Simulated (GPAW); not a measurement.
# Tl in GPAW: convergence with k mesh

Input of the first run (k mesh 2 × 2 × 2); the others differ in this setting and in those tied to it:

Contents of run.py:

```python
from ase.dft.bandgap import bandgap
from ase.io import read, write
from ase.units import GPa
from gpaw import GPAW, PW

atoms = read('POSCAR')

calc = GPAW(mode=PW(600),
            xc='MGGA_X_R2SCAN+MGGA_C_R2SCAN',
            kpts={'size': (2, 2, 2), 'gamma': True},
            occupations={'name': 'fermi-dirac', 'width': 0.05},
            nbands=14,
            convergence={'density': 1e-05, 'energy': 1e-05},
            maxiter=100,
            txt='gpaw.txt')
atoms.calc = calc
energy = atoms.get_potential_energy()
forces = atoms.get_forces()
stress = atoms.get_stress()
calc.write('gs.gpw')
write('result.traj', atoms)
print(f'Energy: {energy:.6f} eV')
print('Forces (eV/A):')
print(forces.round(4))
print('Stress (GPa):', (stress / GPa).round(3))
print('Fermi level:', round(calc.get_fermi_level(), 4), 'eV')
print(f'Gap: {bandgap(calc)[0]:.4f} eV, direct: {bandgap(calc, direct=True)[0]:.4f} eV')
```

The input POSCAR:

```
Tl
1.0
   -1.9559951735      1.9559951735      1.9559951735
    1.9559951735     -1.9559951735      1.9559951735
    1.9559951735      1.9559951735     -1.9559951735
Tl
1
Direct
    0.0000000000      0.0000000000      0.0000000000
```

Potentials or basis: GPAW PAW data sets (gpaw-data 1.2.1), pw.

Launch:

```console
$ OMP_NUM_THREADS=1 python run.py
```

This isn't the form of Tl at room conditions, which is hcp.

Hardware: 1 thread of Arm Neoverse V2 (shared host).

```tsv
k mesh	energy less the tightest run, at zero smearing (meV/atom)	pressure (GPa)	SCF cycles	CPU time (s)	peak memory (GiB)
2 × 2 × 2	-387.41	-4.45	13	4.5	0.23
3 × 3 × 3	520.72	-0.88	13	5.1	0.24
4 × 4 × 4	79.27	1.04	14	8	0.24
5 × 5 × 5	39.54	0.77	14	9.6	0.24
6 × 6 × 6	9.97	-0.01	14	13	0.24
7 × 7 × 7	42.36	-0.25	14	16	0.24
9 × 9 × 9	-9.17	-0.26	14	25	0.25
10 × 10 × 10	-11.87	-0.18	14	33	0.25
13 × 13 × 13	0.00	-0.09	14	57	0.27
```

Against the tightest run, the pressure stays within 0.1 GPa from 10 × 10 × 10 on. Not settled before the last step: the energy (to 1 meV/atom). Meshes of other sizes hit other points, so gaps and Fermi surfaces needn't settle smoothly. The tightest run that finished is the yardstick and may itself not be fully converged.

Caveat, for the tightest run too: the PAW data sets were made with another functional, which shifts forces and pressure a little. Spin-orbit coupling is left out, which matters for the levels of Tl.
